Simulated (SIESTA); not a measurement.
**Pb under changes of volume**

One of the cells (32.418 Å³/atom); the others are scaled copies at fixed shape and fractional positions:

```
CELL_PARAMETERS angstrom
3.03861 -1.75032 0.00000
3.03861 1.75032 0.00000
-2.11546 0.00000 6.09522
ATOMIC_POSITIONS crystal
Pb 0.90851 0.90851 0.72629
Pb 0.09149 0.09149 0.27371
```

This isn't the form of Pb at room conditions, which is fcc.

* Program: SIESTA 5.4.2
* Functional: PBEsol
* Potentials or basis: PseudoDojo 0.4 standard (PBEsol files)
* Basis: DZP (energy shift 0.003 Ry; two zetas on semicore shells)
* Grid cutoff: 500 Ry
* Energy shift: 0.003 Ry
* k mesh: 9 × 9 × 5
* Occupations: fermi-dirac, width 0.05 eV
* Spin: no spin polarisation

```csv
volume (Å³/atom),energy over the lowest point (meV/atom),pressure (GPa),largest force (eV/Å)
30.473,3.16,1.3,0.073
31.121,0.00,0.3,0.039
31.769,0.67,-0.6,0.027
32.418,4.91,-1.4,0.054
33.066,11.93,-2.0,0.083
33.714,?,?,?
34.363,33.38,-3.2,0.142
```

**Question.** What does the run at 33.714 Å³/atom give?

**Answer.** Energy over the lowest point 21.51 meV/atom; pressure -2.6 GPa; largest force 0.113 eV/Å.

Worked out: A Birch-Murnaghan fit of order 3 (a polynomial in V^(-2/3)) to the other rows has its minimum at 31.31 Å³/atom with B0 = V·E''(V) = 45 GPa and B' = 6.0 at fixed shape and positions, which overstates the stiffness. It gives 21.56 meV/atom at 33.714 Å³/atom, against the run's 21.51, and -dE/dV = -2.7 GPa, against -2.6.

Energies are extrapolated to zero smearing.

Caveats: the basis of atomic orbitals isn't converged, which shifts pressures, moduli and gaps.
